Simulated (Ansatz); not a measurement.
# Cobalt, simple cubic under RPBE: structure, energy and stiffness, part 2 of 2

The plan for cobalt in the simple cubic structure: relax it, solve it on a dense k-mesh, then scale the cell to 7 volumes from 88 to 112 % of the relaxed one and try a fit of the equation of state. Spin polarisation is left out, though the real metal is magnetic, so this state lies above the ground state. The k-meshes are 14×14×14 for the relaxation; 22×22×22 for the dense run; 15×15×15 for the volumes.

Ansatz 0.2.0; DFT, RPBE, plane waves (420 eV) with PAW, scalar-relativistic. The steps go on from the part before.

### 5 Equation of state: 92 %

This is Co in the simple cubic structure; at room conditions it is hcp.

Input file input.yaml:

```yaml
crystal:
  lattice:
    - [2.2425685048, 0.0, 0.0]
    - [0.0, 2.2425685048, 0.0]
    - [0.0, 0.0, 2.2425685048]
  atoms:
    - { symbol: Co, position: [0.0, 0.0, 0.0] }
hamiltonian:
  xc: rpbe
  pseudopotentials:
    kind: paw
    azcp:
      Co: "pseudopotentials/Co.paw.azcp"
basis:
  ecutwfc: 420
  fft_grid_basis: typed
kpoints:
  mp_grid: { grid: [15, 15, 15], shift: [0, 0, 0] }
magnetization:
  spin_polarized: false
scf:
  occupations: { method: fermi_dirac, width: 0.1 }
  lower_state_search: "off"
output:
  stress: true
```

The program printed (excerpt; [...] marks lines left out):

```text
Warning: RAYON_NUM_THREADS=2 ignored (pool sized by the plan → 2); use --threads N
[...]
Pseudopotentials: kind: paw
Pseudopotential: Co, paw, valence charge 17, recommended cutoff 420 eV (normal), <dir>
Functional definition: RPBE
[...]
Crystal: 1 atoms, lattice volume = 11.278 Å³
Basis set: ecut = 420 eV, 251 PW (Γ)
Bands: 13, of which v1, the nominal top of the filled ones, is band 9 counted from 1 (8 counted from 0)
Symmetry: 48 space group operations
Space group: Pm-3m (ITA 221), of the structure as read, at distance tolerance 2.2e-5 Å
k-points: 120 of 3375
[...]
SCF iter   1: F=—  HF=-5129.967616 eV  |F-HF|=—  |Δ(HF+E_count)|=         —  Δρ=2.81e-3  dr2=6.66e-4  ethr=1.77e-3  ⟨swp⟩=4.9  Hψ=7876  notcnv=0
[...]
SCF iter   6: F=-5129.967191 eV  HF=-5129.967191 eV  |F-HF|=1.24e-10  |Δ(HF+E_count)|=   1.64e-9  Δρ=3.45e-6  dr2=2.89e-10  ethr=3.64e-10  ⟨swp⟩=2.3  Hψ=5154  notcnv=0
[...]
SCF converged after 6 iterations
Free energy (F): -5129.967191 eV
[...]
E sigma→0 (E₀):  -5129.923101 eV
Entropy (-TS):   -0.088180 eV (-88.180 meV/atom)
Fermi energy:    17.954113 eV
[...]
--- Stress (GPa, compression-positive) ---
       16.859771       0.000000       0.000000
        0.000000      16.859771       0.000000
        0.000000       0.000000      16.859771
  P = ⅓ Tr σ = 16.8598 GPa (168.598 kbar)
```

Wall time 0.77 s (2 threads of an Arm CPU, shared host); peak memory 0.26 GiB.

### 6 Equation of state: 96 %

Changes to input.yaml since step 5:

```diff
@@ -2,5 +2,5 @@
   lattice:
-    - [2.2425685048, 0.0, 0.0]
-    - [0.0, 2.2425685048, 0.0]
-    - [0.0, 0.0, 2.2425685048]
+    - [2.2746095266, 0.0, 0.0]
+    - [0.0, 2.2746095266, 0.0]
+    - [0.0, 0.0, 2.2746095266]
   atoms:
@@ -25 +25,5 @@
   stress: true
+  write_density: true
+  write_potential: true
+  elf: true
+  volumetric_format: npy
```

The program printed (excerpt; [...] marks lines left out):

```text
Warning: RAYON_NUM_THREADS=2 ignored (pool sized by the plan → 2); use --threads N
[...]
[... 3 set-up lines as earlier in the session ...]
[...]
Crystal: 1 atoms, lattice volume = 11.768 Å³
Basis set: ecut = 420 eV, 251 PW (Γ)
Bands: 13, of which v1, the nominal top of the filled ones, is band 9 counted from 1 (8 counted from 0)
[... 2 set-up lines as earlier in the session ...]
k-points: 120 of 3375
[...]
SCF iter   1: F=—  HF=-5130.003982 eV  |F-HF|=—  |Δ(HF+E_count)|=         —  Δρ=3.06e-3  dr2=4.85e-4  ethr=1.77e-3  ⟨swp⟩=5.1  Hψ=7898  notcnv=0
[...]
SCF iter   6: F=-5130.003902 eV  HF=-5130.003902 eV  |F-HF|=1.36e-9  |Δ(HF+E_count)|=   4.15e-8  Δρ=6.71e-6  dr2=2.01e-9  ethr=5.88e-10  ⟨swp⟩=7.5  Hψ=8838  notcnv=0
[...]
SCF converged after 6 iterations
Free energy (F): -5130.003902 eV
[...]
E sigma→0 (E₀):  -5129.957189 eV
Entropy (-TS):   -0.093426 eV (-93.426 meV/atom)
Fermi energy:    17.012984 eV
[...]
--- Stress (GPa, compression-positive) ---
        7.511147       0.000000       0.000000
        0.000000       7.511147       0.000000
        0.000000       0.000000       7.511147
  P = ⅓ Tr σ = 7.5111 GPa (75.111 kbar)
--- Band table (eV; the first three rows and the last of 120) ---
  k-point 0: bands = ["-78.0455", "-41.0228", "-41.0228", "-41.0228", "8.6413", "13.3505", "13.3505", "17.5099", "17.5099", "17.5099", "37.2594", "37.2594", "37.2594"]
[...]
```

Wall time 1.1 s (2 threads of an Arm CPU, shared host); peak memory 0.27 GiB.

### 7 Equation of state: 100 %

Changes to input.yaml since step 6:

```diff
@@ -2,5 +2,5 @@
   lattice:
-    - [2.2746095266, 0.0, 0.0]
-    - [0.0, 2.2746095266, 0.0]
-    - [0.0, 0.0, 2.2746095266]
+    - [2.3057724336, 0.0, 0.0]
+    - [0.0, 2.3057724336, 0.0]
+    - [0.0, 0.0, 2.3057724336]
   atoms:
```

The program printed (excerpt; [...] marks lines left out):

```text
Warning: RAYON_NUM_THREADS=2 ignored (pool sized by the plan → 2); use --threads N
[...]
[... 3 set-up lines as earlier in the session ...]
[...]
Crystal: 1 atoms, lattice volume = 12.259 Å³
Basis set: ecut = 420 eV, 251 PW (Γ)
Bands: 13, of which v1, the nominal top of the filled ones, is band 9 counted from 1 (8 counted from 0)
[... 2 set-up lines as earlier in the session ...]
k-points: 120 of 3375
[...]
SCF iter   1: F=—  HF=-5130.014955 eV  |F-HF|=—  |Δ(HF+E_count)|=         —  Δρ=3.92e-3  dr2=5.55e-4  ethr=1.77e-3  ⟨swp⟩=5.1  Hψ=7902  notcnv=0
[...]
SCF iter   6: F=-5130.015069 eV  HF=-5130.015069 eV  |F-HF|=2.16e-10  |Δ(HF+E_count)|=   1.65e-8  Δρ=2.90e-6  dr2=3.73e-10  ethr=4.69e-10  ⟨swp⟩=5.2  Hψ=8645  notcnv=0
[...]
SCF converged after 6 iterations
Free energy (F): -5130.015069 eV
[...]
E sigma→0 (E₀):  -5129.965739 eV
Entropy (-TS):   -0.098661 eV (-98.661 meV/atom)
Fermi energy:    16.146952 eV
[...]
--- Stress (GPa, compression-positive) ---
        0.077790       0.000000       0.000000
        0.000000       0.077790       0.000000
        0.000000       0.000000       0.077790
  P = ⅓ Tr σ = 0.0778 GPa (0.778 kbar)
--- Band table (eV; the first three rows and the last of 120) ---
  k-point 0: bands = ["-78.8411", "-41.8489", "-41.8489", "-41.8489", "8.0318", "12.6871", "12.6871", "16.6136", "16.6136", "16.6136", "35.9055", "35.9055", "35.9055"]
[...]
```

It took 1.1 s on 2 threads of an Arm CPU, shared host; peak memory 0.27 GiB.

### 8 Equation of state: 104 %

Changes to input.yaml since step 7:

```diff
@@ -2,5 +2,5 @@
   lattice:
-    - [2.3057724336, 0.0, 0.0]
-    - [0.0, 2.3057724336, 0.0]
-    - [0.0, 0.0, 2.3057724336]
+    - [2.3361150242, 0.0, 0.0]
+    - [0.0, 2.3361150242, 0.0]
+    - [0.0, 0.0, 2.3361150242]
   atoms:
@@ -25,5 +25 @@
   stress: true
-  write_density: true
-  write_potential: true
-  elf: true
-  volumetric_format: npy
```

The program printed (excerpt; [...] marks lines left out):

```text
Warning: RAYON_NUM_THREADS=2 ignored (pool sized by the plan → 2); use --threads N
[...]
[... 3 set-up lines as earlier in the session ...]
[...]
Crystal: 1 atoms, lattice volume = 12.749 Å³
Basis set: ecut = 420 eV, 251 PW (Γ)
Bands: 13, of which v1, the nominal top of the filled ones, is band 9 counted from 1 (8 counted from 0)
[... 2 set-up lines as earlier in the session ...]
k-points: 120 of 3375
[...]
SCF iter   1: F=—  HF=-5130.005706 eV  |F-HF|=—  |Δ(HF+E_count)|=         —  Δρ=4.99e-3  dr2=9.01e-4  ethr=1.77e-3  ⟨swp⟩=5.2  Hψ=7879  notcnv=0
[...]
SCF iter   6: F=-5130.005905 eV  HF=-5130.005905 eV  |F-HF|=5.64e-11  |Δ(HF+E_count)|=   9.77e-9  Δρ=1.87e-6  dr2=1.65e-10  ethr=3.36e-10  ⟨swp⟩=2.2  Hψ=5238  notcnv=0
[...]
SCF converged after 6 iterations
Free energy (F): -5130.005905 eV
[...]
E sigma→0 (E₀):  -5129.953968 eV
Entropy (-TS):   -0.103875 eV (-103.875 meV/atom)
Fermi energy:    15.347698 eV
[...]
--- Stress (GPa, compression-positive) ---
       -5.830673       0.000000       0.000000
        0.000000      -5.830673       0.000000
        0.000000       0.000000      -5.830673
  P = ⅓ Tr σ = -5.8307 GPa (-58.307 kbar)
```

Wall time 0.77 s (2 threads of an Arm CPU, shared host); peak memory 0.27 GiB.

### 9 Equation of state: 108 %

Changes to input.yaml since step 8:

```diff
@@ -2,5 +2,5 @@
   lattice:
-    - [2.3361150242, 0.0, 0.0]
-    - [0.0, 2.3361150242, 0.0]
-    - [0.0, 0.0, 2.3361150242]
+    - [2.36568924, 0.0, 0.0]
+    - [0.0, 2.36568924, 0.0]
+    - [0.0, 0.0, 2.36568924]
   atoms:
```

The program printed (excerpt; [...] marks lines left out):

```text
Warning: RAYON_NUM_THREADS=2 ignored (pool sized by the plan → 2); use --threads N
[...]
[... 3 set-up lines as earlier in the session ...]
[...]
Crystal: 1 atoms, lattice volume = 13.240 Å³
Basis set: ecut = 420 eV, 251 PW (Γ)
Bands: 13, of which v1, the nominal top of the filled ones, is band 9 counted from 1 (8 counted from 0)
[... 1 set-up line as earlier in the session ...]
Space group: Pm-3m (ITA 221), of the structure as read, at distance tolerance 2.4e-5 Å
k-points: 120 of 3375
[...]
SCF iter   1: F=—  HF=-5129.980424 eV  |F-HF|=—  |Δ(HF+E_count)|=         —  Δρ=6.10e-3  dr2=1.57e-3  ethr=1.77e-3  ⟨swp⟩=5.2  Hψ=7888  notcnv=0
[...]
SCF iter   6: F=-5129.980592 eV  HF=-5129.980592 eV  |F-HF|=3.46e-11  |Δ(HF+E_count)|=   3.49e-9  Δρ=1.27e-6  dr2=6.63e-11  ethr=1.30e-10  ⟨swp⟩=2.3  Hψ=5178  notcnv=0
[...]
SCF converged after 6 iterations
Free energy (F): -5129.980592 eV
[...]
E sigma→0 (E₀):  -5129.926064 eV
Entropy (-TS):   -0.109055 eV (-109.055 meV/atom)
Fermi energy:    14.608025 eV
[...]
--- Stress (GPa, compression-positive) ---
      -10.522458       0.000000       0.000000
        0.000000     -10.522458       0.000000
        0.000000       0.000000     -10.522458
  P = ⅓ Tr σ = -10.5225 GPa (-105.225 kbar)
```

It took 0.77 s on 2 threads of an Arm CPU, shared host; peak memory 0.27 GiB.

### 10 Equation of state: 112 %

Changes to input.yaml since step 9:

```diff
@@ -2,5 +2,5 @@
   lattice:
-    - [2.36568924, 0.0, 0.0]
-    - [0.0, 2.36568924, 0.0]
-    - [0.0, 0.0, 2.36568924]
+    - [2.3945419524, 0.0, 0.0]
+    - [0.0, 2.3945419524, 0.0]
+    - [0.0, 0.0, 2.3945419524]
   atoms:
```

The program printed (excerpt; [...] marks lines left out):

```text
Warning: RAYON_NUM_THREADS=2 ignored (pool sized by the plan → 2); use --threads N
[...]
[... 3 set-up lines as earlier in the session ...]
[...]
Crystal: 1 atoms, lattice volume = 13.730 Å³
Basis set: ecut = 420 eV, 257 PW (Γ)
Bands: 13, of which v1, the nominal top of the filled ones, is band 9 counted from 1 (8 counted from 0)
[... 2 set-up lines as earlier in the session ...]
k-points: 120 of 3375
[...]
SCF iter   1: F=—  HF=-5129.942408 eV  |F-HF|=—  |Δ(HF+E_count)|=         —  Δρ=7.20e-3  dr2=2.57e-3  ethr=1.77e-3  ⟨swp⟩=5.3  Hψ=7876  notcnv=0
[...]
SCF iter   6: F=-5129.942467 eV  HF=-5129.942467 eV  |F-HF|=7.37e-11  |Δ(HF+E_count)|=   1.21e-9  Δρ=1.24e-6  dr2=7.43e-11  ethr=6.35e-11  ⟨swp⟩=2.2  Hψ=4997  notcnv=0
[...]
SCF converged after 6 iterations
Free energy (F): -5129.942467 eV
[...]
E sigma→0 (E₀):  -5129.885372 eV
Entropy (-TS):   -0.114190 eV (-114.190 meV/atom)
Fermi energy:    13.921713 eV
[...]
--- Stress (GPa, compression-positive) ---
      -14.232109      -0.000000      -0.000000
       -0.000000     -14.232109       0.000000
        0.000000       0.000000     -14.232109
  P = ⅓ Tr σ = -14.2321 GPa (-142.321 kbar)
```

It took 0.9 s on 2 threads of an Arm CPU, shared host; peak memory 0.27 GiB.

### 11 Fitting the volumes

The cell was scaled evenly, with its shape and the fractional positions fixed.

```csv
V (Å³/atom),E − E₀ (meV/atom),P from the stress (GPa),P from the fit (GPa)
10.788,109.0,28.63,27.80
11.278,42.8,16.86,15.99
11.768,8.7,7.51,6.64
12.259,0.1,0.08,-0.78
12.749,11.9,-5.83,-6.68
13.240,39.8,-10.52,-11.37
13.730,80.5,-14.23,-15.09
```

A third-order Birch-Murnaghan fit gives V₀ = 12.202 Å³/atom, B₀ = 169 GPa and B₀′ = 4.7; it misses no point by more than 0.01 meV/atom.

The fit is made to E(σ → 0), while the stress belongs to the free energy F; that is one source of the offset between the two pressures.

### 12 What came out

What follows sums up all 2 parts.

```
                      quantity                         value
space group (spins left aside)               Pm-3m (No. 221)
             conventional cell                   a = 2.306 Å
                        volume                12.259 Å³/atom
             shortest distance                       2.306 Å
               gap on the mesh  none (levels filled in part)
relative to hcp, ferromagnetic                +1072 meV/atom
                   V₀, B₀, B₀′  12.202 Å³/atom, 169 GPa, 4.7
```

**Reading.** The relaxation enlarged the cell by 2.5 % in volume. It lies 1072 meV/atom above the element's reference form at the same level (hcp, ferromagnetic, from a run of its own); part of this is magnetic energy, as this run has no moments. No gap shows: it is a metal or semimetal at this level. B₀ comes out at 169 GPa. Relaxation kept the symmetry; phonons were not checked.
